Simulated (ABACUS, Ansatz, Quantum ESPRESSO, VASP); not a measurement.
## One calculation of SrCl2, 5 ways

```
Sr Cl
1.0
     0.00000    3.48835    3.48835
     3.48835    0.00000    3.48835
     3.48835    3.48835    0.00000
Sr Cl
1 2
Direct
  0.00000 0.00000 0.00000
  0.75000 0.75000 0.75000
  0.25000 0.25000 0.25000
```

Alike in all runs: task equation of state; functional PBE; k mesh 7 × 7 × 7; occupations fermi-dirac, width 0.05 eV; no spin polarisation; no spin-orbit coupling.

```csv
program and potentials,plane-wave cutoff (eV),notes,equilibrium volume (Å³/atom),bulk modulus (GPa)
"Ansatz, Ansatz PAW",420,-,29.09,33.6
"VASP, PBE PAW files Cl, Sr_sv, 520 eV",520,-,29.20,33.6
"ABACUS, PseudoDojo NC SR 0.4.1 PBE standard, plane waves",925,-,?,?
"Ansatz, all-electron LAPW, scalar-relativistic",-,-,29.09,33.6
"Quantum ESPRESSO, SSSP 1.3 efficiency PBE",748,-,29.08,33.7
```

**Question.** Estimate from the other rows what the run with ABACUS, PseudoDojo NC SR 0.4.1 PBE standard, plane waves gave.

**Answer.** Equilibrium volume 29.07 Å³/atom; bulk modulus 33.7 GPa. The other rows, which needn't bracket it: equilibrium volume 29.08 to 29.20; bulk modulus 33.6 to 33.7.
